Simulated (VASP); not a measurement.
Set up this calculation in VASP 6.6.1, as the native input.

* Task: relaxation of cell and atoms
* Functional: PBE
* Dispersion: rVV10
* Potentials or basis: VASP PAW PBE potentials, release 64 (Pb_d, Se)
* Cutoff: 600 eV
* k mesh: 8 × 8 × 8
* Occupations: fermi-dirac, width 0.05 eV
* Spin: no spin polarisation
* Further INCAR settings: ALGO = Normal; EDIFF = 1e-06; IBRION = 2; EDIFFG = -0.02; NSW = 60; ISIF = 3

The structure of PbSe (Clausthalite) lies in POSCAR:

```
PbSe
1.0
    0.0000000000      3.0606500000      3.0606500000
    3.0606500000      0.0000000000      3.0606500000
    3.0606500000      3.0606500000      0.0000000000
Pb Se
1 1
Direct
    0.0000000000      0.0000000000      0.0000000000
    0.5000000000      0.5000000000      0.5000000000
```

The input as run:

INCAR

```
SYSTEM = PbSe
PREC = Accurate ; ENCUT = 600
EDIFF = 1E-6 ; ISMEAR = -1
SIGMA = 0.05 ; LREAL = .FALSE.
LASPH = .TRUE. ; NELM = 100
ALGO = Normal ; ISIF = 3
LWAVE = .FALSE. ; LCHARG = .FALSE.
GGA = PE ; LUSE_VDW = .TRUE.
IVDW_NL = 2 ; BPARAM = 10.0
CPARAM = 0.0093 ; IBRION = 2
NSW = 60 ; EDIFFG = -0.02
```

KPOINTS

```
regular mesh
0
G
  8 8 8
  0 0 0
```

Potentials or basis: VASP PAW PBE potentials, release 64 (Pb_d, Se).

The run is started by

```bash
$ cat potpaw_PBE.64/Pb_d/POTCAR potpaw_PBE.64/Se/POTCAR > POTCAR
$ mpirun -np 1 vasp_std > vasp.out
```

It gave:

The relaxed volume is 29.43 Å³/atom, the relaxed cell is a = 4.366 Å, b = 4.366 Å, c = 4.366 Å, α = 60.00°, β = 60.00°, γ = 60.00° and the space group after relaxing (to 0.05 Å) is Fm-3m (No. 225). The energy gained by relaxing is 3.2 meV/atom, the ionic steps are 3 and the pressure after relaxing is 0.0 GPa. The band gap on the k mesh is 0.33 eV, direct.

Caveat: spin-orbit coupling is left out, which as a rule narrows the gap of such compounds by several tenths of an eV.

Run time: 4.8 min on 1 thread of Intel(R) Xeon(R) Platinum 8175M CPU @ 2.50GHz (Skylake/Cascade Lake) (shared host), peak memory 0.4 GiB.
